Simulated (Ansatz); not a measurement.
# PbSe: the cost of one run

Computed with Ansatz 0.2.0 (DFT PBE, scalar-relativistic, plane waves, PAW, unless a step names another level, unless a step's input says otherwise).

1 further run of the same task is left out (set aside as unsound or not needed).

## 1. The system as given

It takes space group I4mm (No. 107, tetragonal). The conventional cell has a = 4.397 Å, b = 4.397 Å, c = 6.218 Å, α = 90.00°, β = 90.00°, γ = 90.00°. Around Pb (site symmetry 4mm) lie 6 Se at 3.10 to 3.12 Å. Se (site symmetry 4mm) has 6 Pb at 3.10 to 3.12 Å as nearest neighbours.

Coordinates:

```
Pb Se
1.0
    -2.19844    2.19844    3.10908
     2.19844   -2.19844    3.10908
     2.19844    2.19844   -3.10908
Pb Se
1 1
Direct
  0.12222 0.12222 0.00000
  0.62344 0.62344 0.00000
```

It is the end of an earlier relaxation with the same method, from a generated guess; it is a trial structure. At a tolerance of 0.02 Å it has space group Fm-3m (No. 225); it has 30.05 Å³/atom, an uncorrected energy of -0.57 eV/atom over the elements and, on its mesh, gap 0.43 eV.

## 2. Band edges anywhere in the zone

input.yaml

```yaml
crystal:
  lattice:
    - [-2.1984369832, 2.1984369832, 3.1090826765]
    - [2.1984369832, -2.1984369832, 3.1090826765]
    - [2.1984369832, 2.1984369832, -3.1090826765]
  atoms:
    - { symbol: Pb, position: [0.1222157868, 0.1222157868, 0.0] }
    - { symbol: Se, position: [0.6234356348, 0.6234356348, 0.0] }
basis:
  ecutwfc: 420
kpoints:
  mp_grid: { grid: [12, 12, 12] }
  band_path: { path: [VBM, CBM], npoints: 2 }
hamiltonian:
  xc: pbe
scf:
  occupations: { method: gaussian, width: 0.02 }
output:
  forces: false
  stress: false
  eigenvalues: true
checkpoint:
  read: start.run
  write: ck
  compress: false
  write_wavefunctions: false
  write_every: 100000
```

The run is started by

```bash
> ansatz run input.yaml --threads 1 --pin off --max-ram 2560MiB --backend cpu --events-out ev --progress --plain --runs-dir out
```

**Question.** How long does this run take on 1 thread of Arm Neoverse V1, shared host, and how much memory does it need?

About 23 s, with a peak of 0.45 GiB.
